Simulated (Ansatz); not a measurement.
TiSi$_{2}$: a fit and a missing row

TiSi$_{2}$, Fddd, a = 4.762 Å, b = 8.182 Å, c = 8.496 Å. Ansatz: PBEsol, PAW, 420 eV, Γ-centred 10×10×10 mesh on 6 atoms, Gaussian smearing 0.10 eV; no spin polarisation. Shape and atoms are relaxed at each volume; pressure is positive in compression.

```
V (Å³/atom) P (GPa)
     12.137    25.35
     12.551    17.42
     12.965    10.66
     13.379     4.91
     13.792     0.00
     14.206    -4.19
     14.620    -7.75
     15.172        ?
```

Problem. Take V0 = 13.792 Å³/atom, fit the third-order Birch–Murnaghan form to the other rows, and predict the missing pressure.

Solution. With the Eulerian strain f = ½[(V0/V)^(2/3) − 1] and y = P/[3f(1 + 2f)^(5/2)], the form is the line y = B0 + 1.5 B0 (B0′ − 4) f. Rows (f, y): 0.04448, 153.5; 0.03244, 153.0; 0.02104, 152.3; 0.01024, 151.9; -0.00976, 150.3; -0.01906, 149.4. Means f = 0.01323, y = 151.73; Σ(Δf)² = 0.002987, ΣΔfΔy = 0.1918; the slope is their ratio. y = 150.9 + 64.21 f GPa, so B0 = 150.9 GPa and B0′ = 4 + 2 × (64.21)/(3 × 150.9) = 4.28. At V = 15.172, f = -0.03080, y = 148.92 and P = -11.74 GPa. The run gave -11.68 GPa, so the fit is 0.06 GPa too low, a small miss on the scale of the series. The form still works here, 22 % of the fitted range beyond its end.